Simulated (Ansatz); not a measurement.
Wanted: the native input for an Ansatz 0.2.0 run.

- Task: elastic constants
- Functional: PBEsol
- Potentials or basis: Ansatz PAW
- Cutoff: 420 eV (not typed: the program's choice for these potentials)
- k mesh: 10 × 10 × 10
- Occupations: fermi-dirac, width 0.05 eV
- Spin: no spin polarisation
- Atoms under strain: clamped

Crystal: Pd.

```
Pd
1.0
    -1.57228    1.57228    1.57228
     1.57228   -1.57228    1.57228
     1.57228    1.57228   -1.57228
Pd
1
Direct
  0.00000 0.00000 0.00000
```

This isn't the form of Pd at room conditions, which is fcc.

One way to write it, as run:

input.yaml

```yaml
crystal:
  lattice:
    - [-1.572281, 1.572281, 1.572281]
    - [1.572281, -1.572281, 1.572281]
    - [1.572281, 1.572281, -1.572281]
  atoms:
    - { symbol: Pd, position: [0.0, 0.0, 0.0] }
hamiltonian:
  xc: pbesol
  pseudopotentials: { kind: paw }
kpoints:
  mp_grid: { grid: [10, 10, 10] }
scf:
  occupations: { method: fermi_dirac, width: 0.05 }
output:
  forces: true
  stress: true
elastic:
  mode: clamped_ion
  stencil: two_point
```

Potentials or basis: Ansatz PAW.

Command:

```sh
$ ansatz run input.yaml --threads 2 --pin off --max-ram 5632MiB --backend cpu --events-out ev --progress --plain --runs-dir out
```

Results of the run:

* Pressure: -10.0 GPa
* Band gap on the k mesh: none (metal or under the smearing width)
* Elastic constants C11, C12, C44: 125, 146, 81 GPa
* Voigt bulk modulus: 139 GPa

Caveat: the cell is more than 3 GPa from zero pressure, which shifts response properties; the elastic tensor has a negative eigenvalue, so either the cell is unstable as it stands or the mesh is too thin; the PAW data sets come from PBE, with cores solved anew for the run's functional, which leaves a small shift of forces and pressure.

Wall time 3.8 s on 2 threads of AMD EPYC 7R43 64-Core Processor (Zen 3), on a shared host, peak memory 0.36 GiB.
